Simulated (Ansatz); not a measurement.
# C (P6_3/mmc) in Ansatz: relaxation of cell and atoms with PBE+D3(BJ)

Aim: the relaxation of cell and atoms of C with PBE+D3(BJ).

The COD entry that gives the cell may itself be a prediction, so a difference from it is no test against experiment.

All numbers are computed with Ansatz 0.2.0; they aren't measurements. Logs are shortened: lines on timing, memory, paths and dates and some standing lists are left out, and cuts for length are marked.

**1. Starting point**

It takes space group P6_3/mmc (No. 194, hexagonal). Conventional cell: a = 2.522 Å, b = 2.522 Å, c = 8.237 Å, α = 90.00°, β = 90.00°, γ = 120.00°. C (site symmetry 3m) has 4 C at 1.54 Å as nearest neighbours. C (site symmetry 3m) is surrounded by 4 C at 1.54 Å.

This is a hexagonal form of diamond, not graphite.

**2. Relaxation of cell and atoms, PBE+D3(BJ)**

input.yaml

```yaml
crystal:
  lattice:
    - [2.5221, 0.0, 0.0]
    - [-1.26105, 2.1842026709, 0.0]
    - [0.0, 0.0, 8.2371]
  atoms:
    - { symbol: C, position: [0.6666666667, 0.3333333333, 0.84375] }
    - { symbol: C, position: [0.3333333333, 0.6666666667, 0.34375] }
    - { symbol: C, position: [0.6666666667, 0.3333333333, 0.65625] }
    - { symbol: C, position: [0.3333333333, 0.6666666667, 0.15625] }
    - { symbol: C, position: [0.0, 0.0, 0.90625] }
    - { symbol: C, position: [0.0, 0.0, 0.40625] }
    - { symbol: C, position: [0.0, 0.0, 0.59375] }
    - { symbol: C, position: [0.0, 0.0, 0.09375] }
hamiltonian:
  xc: pbe
  pseudopotentials: { kind: paw }
  dispersion: d3bj
kpoints:
  mp_grid: { grid: [12, 12, 4] }
scf:
  occupations: { method: fermi_dirac, width: 0.05 }
output:
  forces: true
  stress: true
  write_density: true
  write_potential: true
  elf: true
  volumetric_format: npy
relax:
  f_tol: 0.01
  max_steps: 40
  cell: { stress_tol: 0.05 }
```

Potentials or basis: Ansatz PAW.

Started as:

```
> ansatz run input.yaml --threads 2 --pin off --max-ram 5120MiB --backend cpu --events-out ev --progress --plain --runs-dir out
```

Log:

```text
Warning: RAYON_NUM_THREADS=2 ignored (pool sized by the plan → 2); use --threads N
Engine: ansatz 0.2.0, x86_64-unknown-linux-gnu
Pseudopotentials: kind: paw
Pseudopotential: C, paw, valence charge 4, recommended cutoff 420 eV (normal), C.paw.azcp
Functional definition: PBE
  parameter kappa = 0.804
  parameter beta = 0.06672455060314922
  exchange = pbe_x(kappa = kappa, mu = beta*pi^2/3)
  correlation = pbe_c(beta = beta)
Crystal: 8 atoms, lattice volume = 45.376 Å³
Basis set: ecut = 420 eV, 909 PW (Γ), exchange–correlation on 36×36×120 points (8 copies of the dense FFT grid, shifted against one another)
Bands: 24, of which v1, the nominal top of the filled ones, is band 16 counted from 1 (15 counted from 0)
Symmetry: 24 space group operations
Space group: P63/mmc (ITA 194), of the structure as read, at distance tolerance 3.6e-5 Å
k-points: 57 of 576
Non-local potential: C, projectors of the file, l = 0: 2, l = 1: 2, l = 2: 1
PAW form: soft (Blöchl's): semilocal exchange-correlation on the pseudo side does not see the compensation charge
PAW one-centre angular grid: C, 110 points (default); XC on 64 Gauss nodes
Initial density: superposition of atomic densities (neutral atoms: chi_scale 0, normalization atom), corrected by the library's trained network
Initial wavefunctions: pseudopotential atomic-orbital guess
Functional: x = pbe(κ = 0.804, μ = 0.2195149727645171), c = pbe(β = 0.06672455060314922)
SCF iter   1: F=—  HF=-2007.900710 eV  |F-HF|=—  |Δ(HF+E_count)|=         —  Δρ=3.15e-3  dr2=2.76e-3  ethr=1.77e-3  ⟨swp⟩=5.9  Hψ=6531  notcnv=0  defer=18
preconditioner: auto → none  [insulator: Δε(μ)=4.430 eV  Ē_g=17.027 eV  σ=0.050 eV  W_gap=1.00  n_scr=6 (ndim 8)  ℏωp=31.2 eV  f_vac=0.000  D(μ)=0.00/eV (n_scr^D=0)  ε∞_Penn≈4.4]
SCF iter   2: F=—  HF=-2007.900165 eV  |F-HF|=—  |Δ(HF+E_count)|=   5.45e-4  Δρ=1.34e-3  dr2=2.78e-4  ethr=8.63e-6  ⟨swp⟩=2.1  Hψ=2639  notcnv=0  defer=55
SCF iter   3: F=—  HF=-2007.900318 eV  |F-HF|=—  |Δ(HF+E_count)|=   1.53e-4  Δρ=4.76e-4  dr2=3.04e-5  ethr=8.67e-7  ⟨swp⟩=2.9  Hψ=2179  notcnv=0  defer=55
SCF iter   4: F=—  HF=-2007.900370 eV  |F-HF|=—  |Δ(HF+E_count)|=   5.17e-5  Δρ=9.08e-5  dr2=9.22e-7  ethr=9.49e-8  ⟨swp⟩=2.6  Hψ=2181  notcnv=0  defer=55
iter 5 did not close the SCF: its close was put off for the readings that it lacked (scf_convergence_deferred on its scf_iter line)
SCF iter   5: F=-2007.900372 eV  HF=-2007.900372 eV  |F-HF|=9.74e-9  |Δ(HF+E_count)|=   1.48e-6  Δρ=7.38e-6  dr2=9.46e-9  ethr=2.88e-9  ⟨swp⟩=2.4  Hψ=2058  notcnv=0  defer=55
SCF iter   6: F=-2007.900372 eV  HF=-2007.900372 eV  |F-HF|=5.94e-10  |Δ(HF+E_count)|=   1.10e-8  Δρ=1.27e-6  dr2=2.78e-10  ethr=2.96e-11  ⟨swp⟩=5.4  Hψ=6885  notcnv=0
SCF 1 converged in 6 iterations: F = -2007.900372 eV  dr2 = 2.78e-10
relax step   1: F+E_penalty+E_count = -2007.90037163 eV  Δ(F+E_penalty+E_count) = +0.000e0 eV  max|allowed force component| = 3.282e-1 eV/Å  Δτ_max = 0.0000 Å  P = -3.138 GPa  Ω = 45.376 Å³  (6 SCF iters, dr2 threshold 1.00e-7 eV, accepted)
Crystal: 8 atoms, lattice volume = 45.171 Å³
Basis set: ecut = 420 eV, 885 PW (Γ), exchange–correlation on 36×36×120 points (8 copies of the dense FFT grid, shifted against one another)
Initial density: handed on by an earlier stage of this run
Initial wavefunctions: those handed on with the density
iter 1 solved again at ethr=8.55e-6 eV; its pass at ethr=3.10e-3 eV (dr2=2.74e-3 eV) is discarded
SCF iter   1: F=—  HF=-2007.918735 eV  |F-HF|=—  |Δ(HF+E_count)|=         —  Δρ=3.08e-3  dr2=2.78e-3  ethr=8.55e-6  ⟨swp⟩=2.1  Hψ=8842  notcnv=0
preconditioner: auto → none  [insulator: Δε(μ)=4.526 eV  Ē_g=17.082 eV  σ=0.050 eV  W_gap=1.00  n_scr=6 (ndim 8)  ℏωp=31.3 eV  f_vac=0.000  D(μ)=0.00/eV (n_scr^D=0)  ε∞_Penn≈4.3]
SCF iter   2: F=—  HF=-2007.918128 eV  |F-HF|=—  |Δ(HF+E_count)|=   6.07e-4  Δρ=1.25e-3  dr2=2.81e-4  ethr=8.55e-6  ⟨swp⟩=2.2  Hψ=1888  notcnv=0
SCF iter   3: F=—  HF=-2007.918136 eV  |F-HF|=—  |Δ(HF+E_count)|=   8.52e-6  Δρ=3.68e-4  dr2=2.51e-5  ethr=8.79e-7  ⟨swp⟩=2.4  Hψ=2290  notcnv=0
iter 4 did not close the SCF: its close was put off for the readings that it lacked (scf_convergence_deferred on its scf_iter line)
SCF iter   4: F=-2007.918140 eV  HF=-2007.918139 eV  |F-HF|=4.09e-7  |Δ(HF+E_count)|=   2.71e-6  Δρ=6.65e-5  dr2=5.57e-7  ethr=7.84e-8  ⟨swp⟩=2.1  Hψ=1925  notcnv=0
iter 5 did not close the SCF: its close was put off for the readings that it lacked (scf_convergence_deferred on its scf_iter line)
SCF iter   5: F=-2007.918140 eV  HF=-2007.918140 eV  |F-HF|=8.14e-9  |Δ(HF+E_count)|=   4.99e-7  Δρ=9.46e-6  dr2=1.57e-8  ethr=1.74e-9  ⟨swp⟩=2.4  Hψ=2322  notcnv=0
SCF iter   6: F=-2007.918140 eV  HF=-2007.918140 eV  |F-HF|=2.39e-10  |Δ(HF+E_count)|=   1.10e-8  Δρ=1.24e-6  dr2=2.67e-10  ethr=4.90e-11  ⟨swp⟩=5.3  Hψ=7144  notcnv=0
SCF 2 converged in 6 iterations: F = -2007.918140 eV  dr2 = 2.67e-10
relax step   2: F+E_penalty+E_count = -2007.91813960 eV  Δ(F+E_penalty+E_count) = -1.777e-2 eV  max|allowed force component| = 3.592e-1 eV/Å  Δτ_max = 0.0074 Å  P = -1.293 GPa  Ω = 45.171 Å³  energy of the carried Pulay correction = +1.339e-3 eV  (6 SCF iters, dr2 threshold 8.00e-7 eV, accepted)
Crystal: 8 atoms, lattice volume = 45.108 Å³
iter 1 solved again at ethr=9.20e-7 eV; its pass at ethr=3.10e-3 eV (dr2=2.94e-4 eV) is discarded
SCF iter   1: F=—  HF=-2007.923229 eV  |F-HF|=—  |Δ(HF+E_count)|=         —  Δρ=8.94e-4  dr2=2.85e-4  ethr=9.20e-7  ⟨swp⟩=2.3  Hψ=7681  notcnv=0
[... 51 lines left out ...]
iter 5 did not close the SCF: its close was put off for the readings that it lacked (scf_convergence_deferred on its scf_iter line)
SCF iter   5: F=-2007.922867 eV  HF=-2007.922867 eV  |F-HF|=3.18e-12  |Δ(HF+E_count)|=  3.87e-12  Δρ=1.30e-7  dr2=2.58e-12  ethr=1.46e-12  ⟨swp⟩=2.0  Hψ=1912  notcnv=0
SCF iter   6: F=-2007.922867 eV  HF=-2007.922867 eV  |F-HF|=2.27e-13  |Δ(HF+E_count)|=  3.41e-12  Δρ=1.92e-8  dr2=5.90e-14  ethr=1.00e-12  ⟨swp⟩=3.9  Hψ=5227  notcnv=0
SCF 6 converged in 6 iterations: F = -2007.922867 eV  dr2 = 5.90e-14
relax step   6: F+E_penalty+E_count = -2007.92286716 eV  Δ(F+E_penalty+E_count) = -5.600e-5 eV  max|allowed force component| = 4.460e-4 eV/Å  Δτ_max = 0.0000 Å  P = -0.007 GPa  Ω = 45.041 Å³  energy of the carried Pulay correction = +4.925e-5 eV  (6 SCF iters, accepted)
iter 1 solved again at ethr=5.70e-9 eV; its pass at ethr=3.10e-3 eV (dr2=1.82e-6 eV) is discarded
SCF iter   1: F=—  HF=-2007.922698 eV  |F-HF|=—  |Δ(HF+E_count)|=         —  Δρ=4.88e-6  dr2=1.48e-9  ethr=5.70e-9  ⟨swp⟩=4.1  Hψ=10666  notcnv=0
preconditioner: auto → none  [insulator: Δε(μ)=4.569 eV  Ē_g=17.116 eV  σ=0.050 eV  W_gap=1.00  n_scr=6 (ndim 8)  ℏωp=31.3 eV  f_vac=0.000  D(μ)=0.00/eV (n_scr^D=0)  ε∞_Penn≈4.3]
SCF iter   2: F=—  HF=-2007.922716 eV  |F-HF|=—  |Δ(HF+E_count)|=   1.83e-5  Δρ=2.55e-6  dr2=3.79e-10  ethr=4.62e-12  ⟨swp⟩=3.2  Hψ=2753  notcnv=0
iter 3 did not close the SCF: its close was put off for the readings that it lacked (scf_convergence_deferred on its scf_iter line)
SCF iter   3: F=-2007.922716 eV  HF=-2007.922716 eV  |F-HF|=3.23e-11  |Δ(HF+E_count)|=  9.87e-10  Δρ=3.04e-7  dr2=1.19e-11  ethr=1.18e-12  ⟨swp⟩=2.0  Hψ=2263  notcnv=0
iter 4 did not close the SCF: its close was put off for the readings that it lacked (scf_convergence_deferred on its scf_iter line)
SCF iter   4: F=-2007.922716 eV  HF=-2007.922716 eV  |F-HF|=7.96e-12  |Δ(HF+E_count)|=  2.91e-11  Δρ=1.20e-7  dr2=1.49e-12  ethr=1.00e-12  ⟨swp⟩=1.0  Hψ=1368  notcnv=0
iter 5 did not close the SCF: its close was put off for the readings that it lacked (scf_convergence_deferred on its scf_iter line)
SCF iter   5: F=-2007.922716 eV  HF=-2007.922716 eV  |F-HF|=1.59e-12  |Δ(HF+E_count)|=  6.82e-12  Δρ=6.18e-8  dr2=6.28e-13  ethr=1.00e-12  ⟨swp⟩=1.0  Hψ=1368  notcnv=0
iter 6 did not close the SCF: its close was put off for the readings that it lacked (scf_convergence_deferred on its scf_iter line)
SCF iter   6: F=-2007.922716 eV  HF=-2007.922716 eV  |F-HF|=0.00e0  |Δ(HF+E_count)|=  1.82e-12  Δρ=1.74e-8  dr2=1.07e-13  ethr=1.00e-12  ⟨swp⟩=1.0  Hψ=1368  notcnv=0
SCF iter   7: F=-2007.922716 eV  HF=-2007.922716 eV  |F-HF|=2.27e-13  |Δ(HF+E_count)|=  2.27e-13  Δρ=5.62e-9  dr2=3.92e-15  ethr=1.00e-12  ⟨swp⟩=2.8  Hψ=4112  notcnv=0
SCF 7 converged in 7 iterations: F = -2007.922716 eV  dr2 = 3.92e-15
relax step   7: F+E_penalty+E_count = -2007.92271625 eV  Δ(F+E_penalty+E_count) = +1.509e-4 eV  max|allowed force component| = 4.181e-4 eV/Å  Δτ_max = 0.0000 Å  P = -0.009 GPa  Ω = 45.041 Å³  stress off target by 1.70e-2 GPa  SCF on the basis re-selected at this cell (its energy is not comparable with the rows above)  (7 SCF iters)
basis re-selected at this cell: Δ(F+E_penalty+E_count) = +1.509e-4 eV, ΔP = -0.002 GPa vs the last step (what re-selecting the basis moved, of the pressure what is left beyond the Pulay correction that the steps carried, after the strain that the cell walked since its last selection, with what the two solves' SCF thresholds leave and, on support functions, any second-order correction that the steps lacked; it is no measure of the basis error at this ecutwfc). This SCF's stress stands 1.70e-2 GPa from its target on what of the cell is left free (relax.cell.stress_tol is 5.00e-2 GPa) and its largest allowed force component is 4.18e-4 eV/Å (relax.f_tol is 1.00e-2 eV/Å): within both
SCF converged after 7 iterations
Free energy (F): -2007.922716 eV
Harris-Foulkes:  -2007.922716 eV  (|F-HF|=2.27e-13)
Internal energy: -2007.922716 eV  (E = F + TS)
E sigma→0 (E₀):  -2007.922716 eV
Fermi energy:    15.827231 eV
--- Per-component energies (eV) ---
  E_band       = 141.552974
  E_kinetic    = 740.127822
  E_local      = -489.304051  (includes V_loc(G=0)·N_el)
  E_nonlocal   = 213.714471
  E_hartree    = 107.546132
  E_xc         = -390.303807
  E_vxc        = -484.591883  (∫ρ·V_xc dr)
  E_paw        = -793.925272  (= ΣΔE_a)
  E_vpaw       = -53.485714  (= ΣTr[D̂ρ^β])
  E_aug_tail   = 0.000065  (compensation charges beyond the density's cutoff)
  E_ewald      = -1394.235879
  E_disp       = -1.542197  (pairwise vdW)
  E_smearing   = -0.000000  (= −TS)
  E_closure    = 0.000000  (closes the sum)
  Σ components = -2007.922716   (vs F -2007.922716, Δ=0.00e0)
--- Forces (eV/Å), atoms counted from 1 ---
  atom   1  C     -0.00000000    -0.00000000     0.00034698
  atom   2  C     -0.00000000     0.00000000     0.00034698
  atom   3  C     -0.00000000    -0.00000000    -0.00034698
  atom   4  C     -0.00000000     0.00000000    -0.00034698
  atom   5  C      0.00000000     0.00000000     0.00041811
  atom   6  C     -0.00000000    -0.00000000     0.00041811
  atom   7  C      0.00000000     0.00000000    -0.00041811
  atom   8  C      0.00000000    -0.00000000    -0.00041811
  max |Σ_I F_I| component: 9.25e-17 eV/Å
--- Stress (GPa, compression-positive) ---
       -0.004622       0.000000       0.000000
        0.000000      -0.004622      -0.000000
        0.000000      -0.000000      -0.017028
  P = ⅓ Tr σ = -0.0088 GPa (-0.088 kbar)
--- Band table (eV; the first three rows and the last of 57) ---
  k-point 0: bands = ["-8.1426", "-6.4908", "-6.3891", "-2.4283", "-0.0248", "6.6939", "6.7845", "10.6204", "10.6204", "11.7262", "11.7262", "11.8376", "11.8376", "13.3532", "13.5835", "13.5835", "18.9084", "18.9084", "19.0822", "20.7347", "20.7347", "21.2648", "21.5464", "21.5464"]
  k-point 1: bands = ["-8.0353", "-7.1817", "-5.5007", "-3.1875", "0.9142", "4.6315", "8.8849", "10.6977", "10.6977", "11.2930", "11.2930", "12.3504", "12.3504", "12.6226", "13.3949", "13.3949", "19.1314", "19.1314", "19.5126", "20.3357", "20.3357", "20.9839", "21.8458", "21.8458"]
  k-point 2: bands = ["-7.7141", "-7.7141", "-4.3895", "-4.3895", "2.6503", "2.6503", "10.9258", "10.9258", "10.9258", "10.9258", "10.9373", "10.9373", "12.9260", "12.9260", "12.9260", "12.9260", "19.6829", "19.6829", "19.6829", "19.6829", "20.3210", "20.3210", "22.0649", "22.0649"]
  k-point 56: bands = ["-0.7011", "-0.7011", "-0.4817", "-0.4817", "1.7843", "1.7843", "2.5300", "2.5300", "4.1468", "4.1468", "4.9548", "4.9548", "8.1113", "8.1113", "8.4504", "8.4504", "18.7292", "18.7292", "23.3888", "23.3888", "24.3715", "24.3715", "25.3361", "25.3361"]
--- Relaxed structure (5 steps of the walk, 5 accepted, 2 SCFs on fresh bases) ---
  F+E_penalty+E_count = -2007.92271625 eV   max|allowed force component| = 4.181e-4 eV/Å   (the final SCF, on the basis selected at the relaxed cell)
  cell:  # Å, volume = 45.0413 Å³
    - [2.507647077841251, -2.837167821873533e-36, 0.0]
    - [-1.2538235389206256, 2.1716860731363368, 0.0]
    - [0.0, 0.0, 8.270797232918865]
  atoms:
    - { symbol: C, position: [0.6666666666666667, 0.33333333333333326, 0.8444495696648446] }
    - { symbol: C, position: [0.33333333333333326, 0.6666666666666666, 0.3444495696648444] }
    - { symbol: C, position: [0.6666666666666667, 0.33333333333333326, 0.6555504303351556] }
    - { symbol: C, position: [0.33333333333333326, 0.6666666666666666, 0.15555043033515564] }
    - { symbol: C, position: [-5.505661330274536e-34, 9.926623793198067e-34, 0.9070317182610652] }
    - { symbol: C, position: [-7.650229829658738e-34, -1.4725754889146241e-33, 0.40703171826106527] }
    - { symbol: C, position: [-1.6875535146040542e-34, 9.926623793198067e-34, 0.5929682817389349] }
    - { symbol: C, position: [-7.641044889762185e-34, -1.4707385009353136e-33, 0.09296828173893487] }
```

It took 11 s on 2 threads of Intel Xeon at 2.80GHz (Skylake/Cascade Lake), shared host; peak memory 0.43 GiB.

Results:

| Property | Result |
| --- | --- |
| Free energy | -2007.9227 eV |
| Relaxed volume | 5.63 Å³/atom |
| Relaxed cell | a = 2.508 Å, b = 2.508 Å, c = 8.271 Å, α = 90.00°, β = 90.00°, γ = 120.00° |
| Space group after relaxing (to 0.05 Å) | P6_3/mmc (No. 194) |
| Energy gained by relaxing | 2.8 meV/atom |
| Ionic steps | 7 |
| Pressure after relaxing | 0.0 GPa |
| Band gap on the k mesh | 4.57 eV, indirect (least direct gap 5.32 eV) |

Step by step:
| step | energy change (eV) | largest force (eV/Å) | volume (Å³) |
| --- | --- | --- | --- |
| 1 | 0.0000 | 0.3282 | 45.38 |
| 2 | -0.0178 | 0.3592 | 45.17 |
| 3 | -0.0228 | 0.1795 | 45.11 |
| 4 | -0.0244 | 0.0028 | 45.05 |
| 5 | -0.0224 | 0.0038 | 45.05 |
| 6 | -0.0225 | 0.0004 | 45.04 |
| 7 | -0.0223 | 0.0004 | 45.04 |

Final structure:
```
CELL_PARAMETERS angstrom
2.50765 0.00000 0.00000
-1.25382 2.17169 0.00000
0.00000 0.00000 8.27080
ATOMIC_POSITIONS crystal
C 0.66667 0.33333 0.84445
C 0.33333 0.66667 0.34445
C 0.66667 0.33333 0.65555
C 0.33333 0.66667 0.15555
C 0.00000 0.00000 0.90703
C 0.00000 0.00000 0.40703
C 0.00000 0.00000 0.59297
C 0.00000 0.00000 0.09297
```

Levels at points of the mesh, in eV from the valence-band top:
```csv
k point,band 13,band 14,band 15,band 16,band 17,band 18,band 19,band 20
"(0.00, 0.00, 0.00)",-1.75,-0.23,0.00,0.00,5.32,5.32,5.50,7.15
"(0.00, 0.00, -0.50)",-0.66,-0.66,-0.66,-0.66,6.10,6.10,6.10,6.10
"(0.00, -0.50, 0.00)",-4.98,-4.71,-3.71,-2.99,4.63,5.61,6.02,6.06
"(0.00, -0.50, -0.50)",-4.77,-4.77,-3.70,-3.70,4.97,4.97,7.02,7.02
```

Caveat: the plane-wave basis is chosen anew once the cell has moved, so the energies of steps on either side of that aren't comparable; the pressure holds a Pulay correction of +1.0 GPa for the finite cutoff.
